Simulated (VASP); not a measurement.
## BN: equation of state with PBE

Crystal: BN.

```
N B
1.0
     2.55394    0.00000    0.00000
    -1.27697    2.21178    0.00000
     0.00000    0.00000    4.22685
N B
2 2
Cartesian
  0.0000 1.4745 0.5295
  1.2770 0.7373 2.6430
  0.0000 1.4745 2.1123
  1.2770 0.7373 4.2257
```

Measurements of this composition are mostly on another form, of space group No. 194.

```json
{
  "Program": "VASP 6.6.1",
  "Task": "equation of state",
  "Functional": "PBE",
  "Potentials or basis": "VASP PAW PBE potentials, release 64 (N, B)",
  "Cutoff": "520 eV",
  "k mesh": "12 × 12 × 6",
  "Occupations": "fermi-dirac, width 0.05 eV",
  "Spin": "no spin polarisation"
}
```

```
Equilibrium volume                        : 5.98 Å³/atom
Bulk modulus at fixed shape and positions : 373 GPa
Pressure derivative of the bulk modulus   : 3.7
```

Energy against volume, from the lowest point:
```
volume (Å³/atom)  energy (meV/atom)
           5.611              28.68
           5.730              12.58
           5.850               3.21
           5.969               0.00
           6.088               2.36
           6.208               9.82
           6.327              21.91
```

All runs of the series together: 2.2 min on 1 thread of Intel(R) Xeon(R) Platinum 8488C (Sapphire Rapids), with other jobs on the host.

Caveat: the cell was scaled at fixed shape and fractional positions, which overstates the stiffness of a crystal with free parameters, most of all of layers and chains.
